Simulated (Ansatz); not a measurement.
La2O3: band structure with HSE06

La2O3:

```
CELL_PARAMETERS angstrom
3.93078 0.00000 0.00000
-1.96539 3.40415 0.00000
0.00000 0.00000 6.11195
ATOMIC_POSITIONS crystal
La 0.33333 0.66667 0.24624
La 0.66667 0.33333 0.75376
O 0.00000 0.00000 0.00000
O 0.33333 0.66667 0.64589
O 0.66667 0.33333 0.35411
```

The cell is a database's computed one.

```json
{
  "Program": "Ansatz 0.2.0",
  "Task": "band structure",
  "Functional": "HSE06",
  "Potentials or basis": "Ansatz PAW",
  "Cutoff": "420 eV (not typed: the program's choice for these potentials)",
  "k mesh": "6 × 6 × 4",
  "Occupations": "fermi-dirac, width 0.05 eV",
  "Spin": "no spin polarisation",
  "Path": "[[\"G\", \"M\", \"K\", \"G\", \"A\", \"L\", \"H\", \"A\"], [\"L\", \"M\"], [\"K\", \"H\"]]",
  "Points for each segment of the path": "4"
}
```

The pressure is -0.6 GPa. The largest force is 0.143 eV/Å and the band gap on the k mesh is 5.29 eV, indirect (least direct gap 5.41 eV). The band gap along the path is 5.29 eV, indirect (least direct gap 5.41 eV).

Forces in eV/Å, atoms in the order of the input:
```
La   0.000  0.000  0.143
La   0.000  0.000 -0.143
O    0.000  0.000  0.000
O    0.000  0.000  0.031
O    0.000  0.000 -0.031
```

Stress tensor (GPa, compression positive):
```
-0.82  0.00  0.00
 0.00 -0.82  0.00
 0.00  0.00 -0.15
```

Levels at the corners of the path, in eV from the valence-band top:
```
point  band 17  band 18  band 19  band 20  band 21  band 22  band 23  band 24
    Γ    -1.80    -0.40    -0.40    -0.10     6.07     6.23     6.23     6.72
    M    -0.78    -0.71    -0.46    -0.32     5.38     6.91     7.16     7.73
    K    -0.90    -0.89    -0.89    -0.13     5.29     6.67     6.67     7.80
    Γ    -1.80    -0.40    -0.40    -0.10     6.07     6.23     6.23     6.72
    A    -1.05    -0.84    -0.30    -0.30     6.63     6.63     6.93     7.03
    L    -1.04    -0.79    -0.40     0.00     6.24     6.43     7.77     7.86
    H    -0.64    -0.31    -0.31    -0.24     5.87     6.64     7.26     7.26
    A    -1.05    -0.84    -0.30    -0.30     6.63     6.63     6.93     7.03
    L    -1.04    -0.79    -0.40     0.00     6.24     6.43     7.77     7.86
    M    -0.78    -0.71    -0.46    -0.32     5.38     6.91     7.16     7.73
    K    -0.90    -0.89    -0.89    -0.13     5.29     6.67     6.67     7.80
    H    -0.64    -0.31    -0.31    -0.24     5.87     6.64     7.26     7.26
```

It took 110 s on 1 × NVIDIA H100 80GB HBM3 with 2 threads of AMD EPYC 7R13 Processor (Zen 3) (shared host), peak memory 3.2 GiB.

Caveat: the magnetic or orbital state may not be the lowest; the pressure holds a Pulay correction of +0.3 GPa for the finite cutoff; spin-orbit coupling is left out, which moves the levels of the heavy elements; the PAW data sets come from PBE, with cores solved anew for the run's functional, which leaves a small shift of forces and pressure; the thresholds are loose for stress.
